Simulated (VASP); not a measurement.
GaP:

```xyz
2
Lattice="0.0000 2.7252 2.7252 2.7252 0.0000 2.7252 2.7252 2.7252 0.0000" Properties=species:S:1:pos:R:3 pbc="T T T"
Ga    0.0000    0.0000    0.0000
P     4.0879    4.0879    4.0879
```

Base run:

| Item | Value |
| --- | --- |
| Program | VASP 6.6.1 |
| Functional | revPBE |
| Potentials or basis | VASP PAW PBE potentials, release 64 (Ga_d, P) |
| Cutoff | 520 eV |
| k mesh | 8 × 8 × 8 |
| Occupations | fermi-dirac, width 0.05 eV |
| Spin | no spin polarisation |

Its results: band gap on the k mesh 1.70 eV, indirect (least direct gap 1.93 eV).

Question: The run is repeated on the same cell with these changes: functional from revPBE to r2SCAN-EpsX; k mesh from 8 × 8 × 8 to 4 × 4 × 4. What comes out?

Answer: Band gap on the k mesh 2.33 eV, indirect (least direct gap 2.86 eV).

Several settings changed at once, so the effect can't be laid on one alone.

Caveats: some runs use coarse meshes.

A k mesh can miss the band edges.
